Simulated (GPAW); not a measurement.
# CdSe (F-43m) in GPAW: further runs, part 2 of 2

GPAW 26.7.0. Earlier steps stand in the parts before.

### Step 3. Band structure, revPBE

run.py reads:

```python
from ase import Atoms
from ase.dft.bandgap import bandgap
from ase.io import write
from ase.units import GPa
from gpaw import GPAW, PW

atoms = Atoms(['Cd', 'Se'],
              cell=[[0.0, 3.0702711986, 3.0702711986],
                    [3.0702711986, 0.0, 3.0702711986],
                    [3.0702711986, 3.0702711986, 0.0]],
              scaled_positions=[[0.0, 0.0, 0.0],
                                [0.25, 0.25, 0.25]],
              pbc=True)

calc = GPAW(mode=PW(600),
            xc='revPBE',
            kpts={'size': (8, 8, 8), 'gamma': True},
            occupations={'name': 'fermi-dirac', 'width': 0.05},
            nbands=18,
            convergence={'density': 1e-05, 'energy': 1e-05},
            maxiter=150,
            txt='gpaw.txt')
atoms.calc = calc
energy = atoms.get_potential_energy()
forces = atoms.get_forces()
stress = atoms.get_stress()
calc.write('gs.gpw')
write('result.traj', atoms)
print(f'Energy: {energy:.6f} eV')
print('Forces (eV/A):')
print(forces.round(4))
print('Stress (GPa):', (stress / GPa).round(3))
print('Fermi level:', round(calc.get_fermi_level(), 4), 'eV')
print(f'Gap: {bandgap(calc)[0]:.4f} eV, direct: {bandgap(calc, direct=True)[0]:.4f} eV')

path = atoms.cell.bandpath('GXWKGLUWLK,UX', npoints=100, eps=1e-4)
bs_calc = calc.fixed_density(kpts=path, symmetry='off', nbands=30,
                             convergence={'bands': 'CBM+6.0', 'eigenstates': 1e-6}, txt='bands.txt')
bs = bs_calc.band_structure()
bs.write('bs.json')
print(f'Gap on the path: {bandgap(bs_calc)[0]:.4f} eV')
```

Potentials or basis: the program's PAW data sets (release 1.2.1) made for this functional, pw.

Started as:

```bash
OMP_NUM_THREADS=1 python run.py
```

gpaw.txt:

```text
__  _  _
 | _ |_)|_||  |
 |__||  | ||/\| - 26.7.0

Input parameters:
  mode=PW(ecut=600.0),
  convergence={'density': 1e-05, 'energy': 1e-05},
  kpts=MonkhorstPack(size=(8, 8, 8), gamma=True),
  maxiter=150,
  nbands=18,
  occupations=Occupations(name='fermi-dirac', width=0.05),
  xc=XC(name='revPBE')

Diagonalizing LCAO Hamiltonian
Converting LCAO to pw mode

            Se

       Cd

Atoms  # Å, Bohr magnetons
|   | symbol |        x |        y |        z |    initial magnetic moments |
|---|--------|----------|----------|----------|-----------------------------|
| 0 |     Cd | 0.000000 | 0.000000 | 0.000000 | ( 0.0000,  0.0000,  0.0000) |
| 1 |     Se | 1.535136 | 1.535136 | 1.535136 | ( 0.0000,  0.0000,  0.0000) |

Unit cell  # Å
| periodic |        x |        y |        z |  lengths |    angles |
|----------|----------|----------|----------|----------|-----------|
|      yes | 0.000000 | 3.070271 | 3.070271 | 4.342019 | 60.000000 |
|      yes | 3.070271 | 0.000000 | 3.070271 | 4.342019 | 60.000000 |
|      yes | 3.070271 | 3.070271 | 0.000000 | 4.342019 | 60.000000 |

Number of symmetries: 24
Symmetry operations  # r_c * U_cc + t_c -> r_c
|    | kind |            matrix            |
|----|------|------------------------------|
|  0 |  E   |  1, 0, 0,  0, 1, 0,  0, 0, 1 |
|  1 |  σ   |  1, 0, 0,  0, 0, 1,  0, 1, 0 |
|  2 |  σ   |  1, 0,-1,  0, 1,-1,  0, 0,-1 |
|  3 |  C3  |  1, 0,-1,  0, 0,-1,  0, 1,-1 |
|  4 |  C3  |  1,-1, 0,  0,-1, 1,  0,-1, 0 |
|  5 |  σ   |  1,-1, 0,  0,-1, 0,  0,-1, 1 |
|  6 |  σ   |  0, 1, 0,  1, 0, 0,  0, 0, 1 |
|  7 |  C3  |  0, 1, 0,  0, 0, 1,  1, 0, 0 |
|  8 |  C2  |  0, 1,-1,  1, 0,-1,  0, 0,-1 |
|  9 |  S4  |  0, 1,-1,  0, 0,-1,  1, 0,-1 |
| 10 |  C3  |  0, 0, 1,  1, 0, 0,  0, 1, 0 |
| 11 |  σ   |  0, 0, 1,  0, 1, 0,  1, 0, 0 |
| 12 |  S4  |  0, 0,-1,  1, 0,-1,  0, 1,-1 |
| 13 |  C3  |  0, 0,-1,  0, 1,-1,  1, 0,-1 |
| 14 |  S4  |  0,-1, 1,  1,-1, 0,  0,-1, 0 |
| 15 |  C2  |  0,-1, 1,  0,-1, 0,  1,-1, 0 |
| 16 |  C3  |  0,-1, 0,  1,-1, 0,  0,-1, 1 |
| 17 |  S4  |  0,-1, 0,  0,-1, 1,  1,-1, 0 |
| 18 |  S4  | -1, 1, 0, -1, 0, 1, -1, 0, 0 |
| 19 |  C3  | -1, 1, 0, -1, 0, 0, -1, 0, 1 |
| 20 |  C3  | -1, 0, 1, -1, 1, 0, -1, 0, 0 |
| 21 |  S4  | -1, 0, 1, -1, 0, 0, -1, 1, 0 |
| 22 |  σ   | -1, 0, 0, -1, 1, 0, -1, 0, 1 |
| 23 |  C2  | -1, 0, 0, -1, 0, 1, -1, 1, 0 |

BZ-sampling:
  Number of BZ points: 512
  Number of IBZ points: 29

  Monkhorst-Pack size: [8, 8, 8]
  Monkhorst-Pack shift: [0.0625, 0.0625, 0.0625]

K-points  # in reciprocal-cell coordinates
|     |                                coordinates |     weight |
|-----|--------------------------------------------|------------|
|   0 | (  0.00000000,   0.00000000,   0.00000000) | 0.00195312 |
|   1 | (  0.12500000,   0.12500000,   0.00000000) | 0.01171875 |
|   2 | (  0.12500000,   0.12500000,   0.12500000) | 0.01562500 |
|   3 | (  0.25000000,   0.12500000,   0.12500000) | 0.02343750 |
|   4 | (  0.25000000,   0.25000000,   0.00000000) | 0.01171875 |
|   5 | (  0.25000000,   0.25000000,   0.12500000) | 0.04687500 |
|   6 | (  0.25000000,   0.25000000,   0.25000000) | 0.01562500 |
|   7 | (  0.37500000,   0.25000000,  -0.37500000) | 0.04687500 |
|   8 | (  0.37500000,   0.25000000,   0.12500000) | 0.04687500 |
|   9 | (  0.37500000,   0.25000000,   0.25000000) | 0.04687500 |
| ... |                                            |            |
|  28 | (  0.50000000,   0.50000000,   0.50000000) | 0.00781250 |

Plane wave coefficients: 1964
Cutoff: 600.0 eV

Spin-components: 1 (collinear spins)
Bands:           18
Projectors:      11
Spin-degeneracy: 2
Datatype:        complex128

Parallelization:
  kpt:    1
  domain: 1
  band:   1

Density:
  Valence electrons: 18.0
  Components: 1
  Grid points: [25 25 25]
  Charge: 0.0  # |e|

Potential:
  Grid points: [25 25 25]

species:
  Cd:
    name:    Cadmium
    Z:       48.0
    valence: 12
    core:    36
    charge:  0.0  # [|e|]
    compensation charges:
      type: gauss
      rc: 0.38  # [Å]
      lmax: 2
    cutoffs:
      filter: 2.12  # [Å]
      core: 2.62  # [Å]
    projectors
    | kind |    occ | energy [eV] | rcut [Å] |
    |------|--------|-------------|----------|
    |   5s |  2.000 |      -5.557 |    1.191 |
    |   5p |  0.000 |      -1.140 |    1.228 |
    |   4d | 10.000 |     -11.696 |    1.164 |
    |    s |        |      21.654 |    1.191 |
    |    p |        |      26.071 |    1.228 |
    |    d |        |      15.516 |    1.164 |

    Using partial waves for Cd as LCAO basis

  Se:
    name:    Selenium
    Z:       34.0
    valence: 6
    core:    28
    charge:  0.0  # [|e|]
    compensation charges:
      type: gauss
      rc: 0.27  # [Å]
      lmax: 2
    cutoffs:
      filter: 1.77  # [Å]
      core: 2.67  # [Å]
    projectors
    | kind |    occ | energy [eV] | rcut [Å] |
    |------|--------|-------------|----------|
    |   4s |  2.000 |     -17.218 |    0.847 |
    |   4p |  4.000 |      -6.473 |    1.005 |
    |    s |        |       9.994 |    0.847 |
    |    p |        |      20.738 |    1.005 |
    |    d |        |       0.000 |    0.847 |

    Using partial waves for Se as LCAO basis

Reference energy: -218287.437515  # eV

eigensolver:
  PPCG
  Converge bands: occupied
  niter=2

density mixing:
  MSR1-Mixer
  Pratt-step length: 0.05
  Maximum mixing coefficient: 0.75
  Old densities: 10
  SVD Regularization: 0.005
  Good broyden scale: 1.0
  Trust region scale: 1.0
  Backstep threshold: 4.0
  History deletion threshold: 6.0
  Fourier metric: weight=20.0, sigma=0.015

occupation numbers:
  Fermi-Dirac:
    width: 0.0500  # eV

poisson solver:
  ecut: 4800.0  # eV

xc functional:
  name: revPBE with 2 nearest neighbor stencil

convergence criteria:
- Maximum integral of absolute [dens]ity change: 1e-05 electrons / valence electron
- Maximum [total energy] change in last 3 cyles: 1e-05 eV / valence electron
- Maximum integral of absolute [eigenst]ate change: 4e-08 eV^2 / valence electron
maximum number of iterations: 150

SCF iterations
|iter     | |      energy | eigst |  dens |
|---------|-|-------------|-------|-------|
|iter:   1| |   -5.467209 | -0.61 |       |
|iter:   2| |   -5.387806 | -2.52 | -1.16 |
|iter:   3| |   -5.110683 | -1.62 | -1.20 |
|iter:   4| |   -5.111780 | -3.36 | -1.79 |
|iter:   5| |   -5.112061 | -3.87 | -2.23 |
|iter:   6| |   -5.112108 | -5.33 | -3.05 |
|iter:   7| |   -5.112117c| -6.46 | -3.47 |
|iter:   8| |   -5.112117c| -7.81c| -4.44 |
|iter:   9| |   -5.112117c| -7.52c| -4.90 |
|iter:  10| |   -5.112117c| -8.47c| -5.67c|

Converged in 10 steps
Energy contributions relative to reference atoms: (reference = -218287.437515)

Energy contributions:
  Kinetic:          20.051541
  Coulomb:         -18.231459
  Zero:              0.052643
  External:          0.000000
  Xc:               -6.984839
  Entropy:          -0.000008
  Spinorbit:         0.000000
  ----------------------------
  Free energy:      -5.112122
  Extrapolated:     -5.112117

dipole moment: (-23.337681, -23.337681, -23.337681)  # |e|*Ang

Fermi level: 3.800
Eigenvalues  # (at kpt = [0.000, 0.000, 0.000])
| band index |      eig [eV] | occ [0-2] |
|------------|---------------|-----------|
|          0 |        -8.980 |     2.000 |
|          1 |        -4.381 |     2.000 |
|          2 |        -4.381 |     2.000 |
|          3 |        -4.381 |     2.000 |
|          4 |        -4.035 |     2.000 |
|          5 |        -4.035 |     2.000 |
|          6 |         3.422 |     1.999 |
|          7 |         3.422 |     1.999 |
|          8 |         3.422 |     1.999 |
|          9 |         4.097 |     0.005 |
|         10 |         9.390 |     0.000 |
|         11 |         9.390 |     0.000 |
|         12 |         9.390 |     0.000 |
|         13 |        13.305 |     0.000 |
|         14 |        14.493 |     0.000 |
|         15 |        14.493 |     0.000 |
|         16 |        15.587 |     0.000 |
|         17 |        15.587 |     0.000 |

Gap: 0.675 eV
Transition (v -> c):
  (s=0, k=0, n=8, [0.00, 0.00, 0.00]) -> (s=0, k=0, n=9, [0.00, 0.00, 0.00])
No difference between direct/indirect transitions

Forces  # eV/Ang
|       x |       y |        z |
|---------|---------|----------|
| 0.00000 | 0.00000 | -0.00000 |  # Cd   0
| 0.00000 | 0.00000 |  0.00000 |  # Se   1

Stress tensor  # eV/Ang^3
|         x |         y |         z |
|-----------|-----------|-----------|
| -0.015402 |  0.000000 | -0.000000 |
|  0.000000 | -0.015402 | -0.000000 |
| -0.000000 | -0.000000 | -0.015402 |

# Writing to gs.gpw (mode='')
```

Wall time 63 s (1 thread of Arm Neoverse V1, shared host); peak memory 0.32 GiB.

Results:

```
Free energy             : -5.1121 eV
Pressure                : 2.5 GPa
Band gap on the k mesh  : 0.68 eV, direct
Band gap along the path : 0.68 eV, direct
```

Levels at the corners of the path, in eV from the valence-band top:
| point | band 5 | band 6 | band 7 | band 8 | band 9 | band 10 | band 11 | band 12 | band 13 |
| --- | --- | --- | --- | --- | --- | --- | --- | --- | --- |
| Γ | -7.46 | -7.46 | 0.00 | 0.00 | 0.00 | 0.68 | 5.97 | 5.97 | 5.97 |
| X | -7.40 | -7.11 | -3.92 | -1.75 | -1.75 | 3.33 | 3.81 | 9.11 | 10.11 |
| W | -7.45 | -7.00 | -3.83 | -2.11 | -2.08 | 4.94 | 5.34 | 6.50 | 7.74 |
| K | -7.43 | -7.04 | -3.86 | -2.37 | -1.44 | 3.81 | 5.17 | 8.34 | 8.56 |
| Γ | -7.46 | -7.46 | 0.00 | 0.00 | 0.00 | 0.68 | 5.97 | 5.97 | 5.97 |
| L | -7.43 | -7.18 | -4.19 | -0.71 | -0.71 | 2.45 | 6.49 | 6.49 | 7.48 |
| U | -7.43 | -7.04 | -3.86 | -2.37 | -1.44 | 3.81 | 5.17 | 8.34 | 8.56 |
| W | -7.45 | -7.00 | -3.83 | -2.11 | -2.08 | 4.94 | 5.34 | 6.50 | 7.74 |
| L | -7.43 | -7.18 | -4.19 | -0.71 | -0.71 | 2.45 | 6.49 | 6.49 | 7.48 |
| K | -7.43 | -7.04 | -3.86 | -2.37 | -1.44 | 3.81 | 5.17 | 8.34 | 8.56 |
| U | -7.43 | -7.04 | -3.86 | -2.37 | -1.44 | 3.81 | 5.17 | 8.34 | 8.56 |
| X | -7.40 | -7.11 | -3.92 | -1.75 | -1.75 | 3.33 | 3.81 | 9.11 | 10.11 |

### Step 4. Band structure, BLYP

run.py reads:

```python
from ase.dft.bandgap import bandgap
from ase.io import read, write
from ase.units import Bohr, GPa
from gpaw import GPAW, PW, setup_paths
from gpaw.elf import elf_from_dft_calculation

setup_paths.insert(0, '.')

atoms = read('POSCAR')

calc = GPAW(mode=PW(600),
            xc='BLYP',
            kpts={'size': (8, 8, 8), 'gamma': True},
            occupations={'name': 'fermi-dirac', 'width': 0.05},
            nbands=18,
            convergence={'density': 1e-05, 'energy': 1e-05},
            eigensolver='davidson',
            maxiter=150,
            txt='gpaw.txt')
atoms.calc = calc
energy = atoms.get_potential_energy()
forces = atoms.get_forces()
stress = atoms.get_stress()
calc.write('gs.gpw')
write('result.traj', atoms)
print(f'Energy: {energy:.6f} eV')
print('Forces (eV/A):')
print(forces.round(4))
print('Stress (GPa):', (stress / GPa).round(3))
print('Fermi level:', round(calc.get_fermi_level(), 4), 'eV')
print(f'Gap: {bandgap(calc)[0]:.4f} eV, direct: {bandgap(calc, direct=True)[0]:.4f} eV')

# fields on the real-space grid
write('density.cube', atoms, data=calc.get_pseudo_density() * Bohr**3)
write('potential.cube', atoms, data=calc.get_electrostatic_potential())
write('elf.cube', atoms, data=elf_from_dft_calculation(calc).data)

path = atoms.cell.bandpath('GXWKGLUWLK,UX', npoints=80, eps=1e-4)
bs_calc = calc.fixed_density(kpts=path, symmetry='off', nbands=30,
                             convergence={'bands': 'CBM+6.0', 'eigenstates': 1e-6}, txt='bands.txt')
bs = bs_calc.band_structure()
bs.write('bs.json')
print(f'Gap on the path: {bandgap(bs_calc)[0]:.4f} eV')
```

POSCAR reads:

```
CdSe
1.0
    0.0000000000      3.0702711986      3.0702711986
    3.0702711986      0.0000000000      3.0702711986
    3.0702711986      3.0702711986      0.0000000000
Cd Se
1 1
Direct
    0.0000000000      0.0000000000      0.0000000000
    0.2500000000      0.2500000000      0.2500000000
```

Potentials or basis: PAW data sets generated in the run's folder for this functional, pw.

Started as:

```bash
gpaw-setup -f BLYP Cd Se
OMP_NUM_THREADS=1 python run.py
```

It took 58 s on 1 thread of Arm Neoverse V1, shared host; peak memory 0.29 GiB.

Results (log left out):

```
Free energy             : -4.6233 eV
Pressure                : 3.8 GPa
Band gap on the k mesh  : 0.47 eV, direct
Band gap along the path : 0.47 eV, direct
```

Levels at the corners of the path, in eV from the valence-band top:
```tsv
point	band 6	band 7	band 8	band 9	band 10	band 11	band 12	band 13
Γ	-7.50	0.00	0.00	0.00	0.47	5.93	5.93	5.93
X	-7.18	-3.96	-1.75	-1.75	3.28	3.71	9.01	9.97
W	-7.06	-3.87	-2.10	-2.07	4.80	5.31	6.40	7.75
K	-7.10	-3.90	-2.37	-1.43	3.73	5.08	8.29	8.50
Γ	-7.50	0.00	0.00	0.00	0.47	5.93	5.93	5.93
L	-7.24	-4.21	-0.71	-0.71	2.30	6.46	6.46	7.38
U	-7.10	-3.90	-2.37	-1.43	3.73	5.08	8.29	8.50
W	-7.06	-3.87	-2.10	-2.07	4.80	5.31	6.40	7.75
L	-7.24	-4.21	-0.71	-0.71	2.30	6.46	6.46	7.38
K	-7.10	-3.90	-2.37	-1.43	3.73	5.08	8.29	8.50
U	-7.10	-3.90	-2.37	-1.43	3.73	5.08	8.29	8.50
X	-7.18	-3.96	-1.75	-1.75	3.28	3.71	9.01	9.97
```

### Step 5. Overview

```tsv
level	potentials or basis	band points	eigensolver	gap on the mesh (eV)	pressure (GPa)
RPBE	the program's PAW data sets (release 1.2.1) made for this functional, pw	100	-	0.72	3.0
revPBE	the program's PAW data sets (release 1.2.1) made for this functional, pw	100	-	0.68	2.5
BLYP	PAW data sets generated in the run's folder for this functional, pw	80	davidson	0.47	3.8
```

Alike in all rows: task band structure; no spin polarisation; cell as given; k mesh 8 × 8 × 8; cutoff (eV) 600; smearing fermi-dirac 0.05 eV.

Absolute energies hang on the potentials; compare differences alone.
